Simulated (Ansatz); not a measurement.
# Si2Ni under changes of volume

One of the cells (13.166 Å³/atom); the others are scaled copies at fixed shape and fractional positions:

```
Ni Si
1.0
     0.00000    2.70300    2.70300
     2.70300    0.00000    2.70300
     2.70300    2.70300    0.00000
Ni Si
1 2
Cartesian
  0.0000 0.0000 0.0000
  4.0545 4.0545 4.0545
  1.3515 1.3515 1.3515
```

| Property | Result |
| --- | --- |
| Program | Ansatz 0.2.0 |
| Functional | r2SCAN |
| Potentials or basis | Ansatz PAW |
| Cutoff | 500 eV (not typed: the program's choice for these potentials) |
| k mesh | 9 × 9 × 9 |
| Occupations | fermi-dirac, width 0.05 eV |
| Spin | collinear spin, ferromagnetic start |
| Starting moments | [1.0, 0.0, 0.0] μB |

```tsv
volume (Å³/atom)	energy over the lowest point (meV/atom)	pressure (GPa)
12.376	16.41	9.0
12.639	5.21	5.0
12.902	0.00	1.5
13.166	?	?
13.429	4.72	-4.3
13.692	13.71	-6.8
13.956	26.63	-9.1
```

**Question.** What does the run at 13.166 Å³/atom give?

**Answer.** Energy over the lowest point 0.02 meV/atom; pressure -1.5 GPa.

Worked out: A Birch-Murnaghan fit of order 3 (a polynomial in V^(-2/3)) to the other rows has its minimum at 13.03 Å³/atom with B0 = V·E''(V) = 151 GPa and B' = 4.3. It gives -0.03 meV/atom at 13.166 Å³/atom, against the run's 0.02, and -dE/dV = -1.5 GPa, against -1.5.

Energies are extrapolated to zero smearing.

Caveats: the magnetic or orbital state may not be the lowest; the PAW data sets come from PBE, with cores solved anew for the run's functional, which leaves a small shift of forces and pressure; the starting moments weren't kept.
